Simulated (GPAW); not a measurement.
Hf:

```
Hf
1.0
     3.19670    0.00000    0.00000
    -1.59835    2.76842    0.00000
     0.00000    0.00000    5.05780
Hf
2
Direct
  0.66667 0.33333 0.75000
  0.33333 0.66667 0.25000
```

* Program: GPAW 26.7.0
* Task: relaxation of cell and atoms
* Functional: PBEsol
* Dispersion: D4
* Potentials or basis: PAW data sets generated in the run's folder for this functional
* Cutoff: 600 eV
* Basis: pw
* k mesh: 8 × 8 × 5
* Occupations: fermi-dirac, width 0.05 eV
* Spin: no spin polarisation

At the start: pressure -4.1 GPa; volume 22.38 Å³/atom.

How do energy, volume and symmetry change on relaxing?

Over 3 steps the energy falls by 10.4 meV/atom and the volume is 21.55 Å³/atom (-3.7 %); space group P6_3/mmc (No. 194, to 0.05 Å).

Step by step:
```csv
step,energy change (eV),largest force (eV/Å),pressure (GPa),volume (Å³)
1,0.0000,0.0000,-4.12,44.76
2,-0.0116,0.0000,-2.81,44.21
3,-0.0209,0.0000,0.09,43.09
```

Final structure:
```cif
data_structure
_symmetry_space_group_name_H-M 'P 1'
_symmetry_Int_Tables_number 1
_cell_length_a 3.1575
_cell_length_b 3.1575
_cell_length_c 4.9911
_cell_angle_alpha 90.000
_cell_angle_beta 90.000
_cell_angle_gamma 120.000
_cell_volume 43.09
loop_
_atom_site_label
_atom_site_type_symbol
_atom_site_fract_x
_atom_site_fract_y
_atom_site_fract_z
_atom_site_occupancy
Hf1 Hf 0.66667 0.33333 0.75000 1
Hf2 Hf 0.33333 0.66667 0.25000 1
```

Caveat: later steps reuse the first step's grids; pairwise dispersion overbinds metals, which lowers pressure and volume.
